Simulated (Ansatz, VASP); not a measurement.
# C in VASP and in Ansatz

```
C
1.0
     3.59692   -4.33097    0.00000
     3.59692    4.33097    0.00000
     0.00000    0.00000    2.52138
C
12
Direct
  0.26050 0.36091 0.75000
  0.36091 0.26050 0.25000
  0.58503 0.00014 0.75000
  0.73671 0.26329 0.75000
  0.36645 0.63355 0.75000
  0.26329 0.73671 0.25000
  0.41497 0.99986 0.25000
  0.63355 0.36645 0.25000
  0.73950 0.63909 0.25000
  0.00014 0.58503 0.25000
  0.99986 0.41497 0.75000
  0.63909 0.73950 0.75000
```

Alike in both runs: functional PBE; k mesh 4 × 4 × 10; occupations gaussian, width 0.02 eV; no spin polarisation.

Ansatz relaxed the structure, and its values are those at the end. VASP's run is a single point on that final structure, the one shown.

```csv
,VASP,Ansatz
version,VASP 6.6.1,Ansatz 0.2.0
potentials or method,"VASP PAW PBE potentials, release 64 (C)","scalar-relativistic, plane waves, PAW"
plane-wave cutoff (eV),520,420
valence electrons in the cell,48,48
```

```csv
,VASP,Ansatz,Ansatz less VASP
gap on the k mesh at the Fermi level (eV),4.06,4.07,+0.008
least direct gap on the mesh (eV),4.06,4.07,+0.008
pressure (GPa),0.6,0.0,-0.62
rms of the force components (eV/Å),0.011,0.001,-0.0098
```
